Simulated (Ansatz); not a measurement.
Ag: enthalpy against pressure

Ag, P6_3/mmc, a = 2.935 Å, c = 4.798 Å. This isn't the element's structure at ambient conditions. Ansatz: PBE, PAW, 420 eV, Γ-centred 18×18×10 mesh on 2 atoms, Gaussian smearing 0.10 eV; no spin polarisation. Cell and atoms are relaxed at each pressure, and no other structure is tried, so the rows at high pressure may lie past a change of phase. y is the enthalpy over the state at zero pressure; there V0 = 17.892 Å³/atom. The pressures are the targets, met within 0.05 GPa.

```
P (GPa) y (eV/atom)
   -1.0      -0.1123
    0.0       0.0000
    1.0       0.1111
    4.0       0.4377
   12.0       1.2698
   25.0            ?
   50.0       4.7780
   90.0       8.0411
```

Q: Fit y = c1 P + c2 P² + c3 P³ to the other rows, say what c1 and c2 mean, and predict the missing value.

A: Least squares on the rows shown. y = 0.11015 P − 0.00036777 P² + 1.5178×10⁻⁶ P³. Since dH/dP = V, c1 is V0: 0.11015 eV/GPa × 160.2 = 17.646 Å³ against 17.892; c2 = −V0/(2B0) gives B0 = 150 GPa, where a Birch–Murnaghan fit to the volumes of the same runs (not shown) gives 90 GPa: a cubic over this range folds the higher terms into c2. Above P = −c2/(3 c3) = 81 GPa the cubic's slope, the volume, would rise with pressure, so the form fails there. At P = 25.0 the fit asked for gives 2.5476 eV/atom. The run gave 2.5359 eV/atom, so the fit is 0.0117 eV/atom too high, 0.14 % of the span of the series, against an rms of 0.0016 eV/atom on the fitted rows. With a term in P⁴ added, a fit to the same known rows predicts 2.5300 eV/atom, a smaller miss on the other side.